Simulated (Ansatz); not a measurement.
# Al2As2H: the cost of one run

Program: Ansatz 0.2.0. Level of theory: DFT PBE+D3(BJ), scalar-relativistic, plane waves, PAW. These are calculated values, not measurements.

6 further runs of the same task are left out: 6 set aside as unsound or not needed. Runs told in other sessions of the task aren't counted.

## (1) The starting structure

It takes space group F-43m (No. 216, cubic). Conventional cell: a = 5.661 Å, b = 5.661 Å, c = 5.661 Å, α = 90.00°, β = 90.00°, γ = 90.00°. Al (site symmetry -43m) has 4 As at 2.45 Å in its first shell of neighbours. Around As (site symmetry -43m) lie 4 Al at 2.45 Å.

As a file:

```
CELL_PARAMETERS angstrom
0.00000 2.83040 2.83040
2.83040 0.00000 2.83040
2.83040 2.83040 0.00000
ATOMIC_POSITIONS crystal
Al 0.00000 0.00000 0.00000
As 0.75000 0.75000 0.75000
```

The structure comes from the Crystallography Open Database.

## (6) The grid

Atoms count from 1 in the order of the input.

H is moved over the surface cell at a fixed height above a rigid substrate; the origin of the map has the adsorbate above Al4; the height is held at 2.50 Å.

The axes are (1) position of H5 along the first surface vector, from above Al4: 9 values from 0.000 to 0.889, periodic; (2) position of H5 along the second surface vector, from above Al4: 9 values from 0.000 to 0.889, periodic.

Nothing else is relaxed. Points are written as (first, second).

The two vectors of the plane (Å): (4.005, 0.000, 0.000); (-2.002, 3.468, 0.000).

(The set-up runs are not shown.)

## (7) The run at (2/9, 4/9) of the map's two axes

File input.yaml:

```yaml
crystal:
  lattice:
    - [4.0049767185, 0.0, 0.0]
    - [-2.0024883593, 3.4684115798, 0.0]
    - [0.0, 0.0, 21.446572613]
  atoms:
    - { symbol: As, position: [0.0, 0.0, 0.186509988] }
    - { symbol: Al, position: [0.3333333333, 0.6666666667, 0.2246285473] }
    - { symbol: As, position: [0.3333333333, 0.6666666667, 0.3480331013] }
    - { symbol: Al, position: [0.6666666667, 0.3333333333, 0.3751915403] }
    - { symbol: H, position: [0.8888888889, 0.7777777778, 0.4917602828], spin: 1.0 }
basis:
  ecutwfc: 420
kpoints:
  mp_grid: { grid: [9, 9, 1] }
hamiltonian:
  xc: pbe
  pseudopotentials: { kind: paw, azcp: { folder: soft_1 } }
  dispersion: d3bj
scf:
  occupations: { method: gaussian, width: 0.05 }
output:
  forces: true
  eigenvalues: true
  populations: true
magnetization:
  spin_polarized: true
efield:
  axis: 3
  dipole_correction: true
  ramp_width: 0.04
```

Launch:

```
ansatz run input.yaml --threads 1 --pin off --max-ram 3072MiB --backend cpu --events-out ev --progress --plain --runs-dir out
```

Q: Estimate wall time and peak memory on 1 thread of AMD EPYC 9R45 (Zen 5), shared host.

About 23 s, with a peak of 0.67 GiB.
